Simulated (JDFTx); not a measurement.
**Ti under changes of volume**

One of the cells (17.636 Å³/atom); the others are scaled copies at fixed shape and fractional positions:

```
CELL_PARAMETERS angstrom
2.95000 0.00000 0.00000
-1.47500 2.55477 0.00000
0.00000 0.00000 4.68000
ATOMIC_POSITIONS crystal
Ti 0.66667 0.33333 0.75000
Ti 0.33333 0.66667 0.25000
```

| Quantity | Value |
| --- | --- |
| Program | JDFTx 1.7.0 (patched build) |
| Functional | LDA |
| Potentials or basis | PseudoDojo-SR-LDA-0.4.1-standard |
| Cutoff | 1143 eV |
| Density cutoff | 9143 eV |
| k mesh | 10 × 10 × 6 |
| Occupations | fermi-dirac, width 0.05 eV |
| Spin | no spin polarisation |

```tsv
volume (Å³/atom)	energy over the lowest point (meV/atom)	pressure (GPa)
16.577	0.00	-3.4
16.930	10.19	-5.7
17.283	25.18	-7.8
17.636	44.52	-9.7
17.988	67.81	-11.4
18.341	94.69	-12.9
18.694	?	?
```

What does the run at 18.694 Å³/atom give?

Energy over the lowest point 124.83 meV/atom; pressure -14.4 GPa.

Worked out: A Birch-Murnaghan fit of order 3 (a polynomial in V^(-2/3)) to the other rows has its minimum at 16.10 Å³/atom, just outside them, with B0 = V·E''(V) = 125 GPa and B' = 3.5 at fixed shape and positions, which overstates the stiffness. It gives 124.86 meV/atom at 18.694 Å³/atom, against the run's 124.83, and -dE/dV = -14.4 GPa, against -14.4.

Energies are extrapolated to zero smearing.
